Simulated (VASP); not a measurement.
Wanted: the native input for a VASP 6.6.1 run.

* Task: band structure
* Functional: TB-mBJ
* Potentials or basis: VASP PAW PBE potentials, release 64 (Al, P)
* Cutoff: 520 eV
* k mesh: 8 × 8 × 8
* Occupations: gaussian, width 0.03 eV
* Spin: no spin polarisation
* Further INCAR settings: ALGO = Normal; EDIFF = 1e-06; NBANDS = 11

Crystal: AlP.

```
Al P
1.0
     0.00000    2.73570    2.73570
     2.73570    0.00000    2.73570
     2.73570    2.73570    0.00000
Al P
1 1
Direct
  0.00000 0.00000 0.00000
  0.25000 0.25000 0.25000
```

One way to write it, as run:

POSCAR

```
AlP                                     
1.0
    0.0000000000      2.7357031041      2.7357031041
    2.7357031041      0.0000000000      2.7357031041
    2.7357031041      2.7357031041      0.0000000000
  Al              P             
     1     1
Direct
     0.0000000000000000    0.0000000000000000    0.0000000000000000
     0.2500000000000000    0.2500000000000000    0.2500000000000000
```

INCAR.step1

```
SYSTEM = AlP
  PREC = Accurate
  ENCUT = 520
  EDIFF = 1E-5
  ISMEAR = 0
  SIGMA = 0.03
  LREAL = .FALSE.
  LASPH = .TRUE.
  NELM = 80
  ALGO = Normal
  ISIF = 2
  LWAVE = .TRUE.
  LCHARG = .FALSE.
  NBANDS = 11
  GGA = PE
```

INCAR.step2

```
SYSTEM = AlP
  PREC = Accurate
  ENCUT = 520
  EDIFF = 1E-6
  ISMEAR = 0
  SIGMA = 0.03
  LREAL = .FALSE.
  LASPH = .TRUE.
  NELM = 80
  ALGO = Normal
  ISIF = 2
  LWAVE = .FALSE.
  LCHARG = .FALSE.
  METAGGA = MBJ
  NBANDS = 11
  ISTART = 1
```

KPOINTS

```
Automatic mesh
0
G
  8 8 8
  0 0 0
```

KPOINTS_OPT

```
explicit points
202
Reciprocal
 0.0000000000  0.0000000000  0.0000000000 1
 0.0555555556  0.0000000000  0.0555555556 1
 0.1111111111  0.0000000000  0.1111111111 1
 0.1666666667  0.0000000000  0.1666666667 1
 0.2222222222  0.0000000000  0.2222222222 1
 0.2777777778  0.0000000000  0.2777777778 1
[... 194 lines left out ...]
 0.5107354300  0.0214708600  0.5107354300 1
 0.4892645700 -0.0214708600  0.4892645700 1
```

Potentials or basis: VASP PAW PBE potentials, release 64 (Al, P).

The run is started by

```bash
$ cat potpaw_PBE.64/Al/POTCAR potpaw_PBE.64/P/POTCAR > POTCAR
$ cp INCAR.step1 INCAR
$ mpirun -np 1 vasp_std > vasp.out
$ cp INCAR.step2 INCAR
$ mpirun -np 1 vasp_std > vasp.out
```

Results of the run:

```yaml
Band_gap_on_the_k_mesh: 2.42 eV, indirect (least direct gap 4.21 eV)
Band_gap_along_the_path: 2.42 eV, indirect (least direct gap 4.21 eV)
```

Run time: 44 s on 1 thread of Intel(R) Xeon(R) 6975P-C (Granite Rapids), on a shared host, peak memory 0.17 GiB.
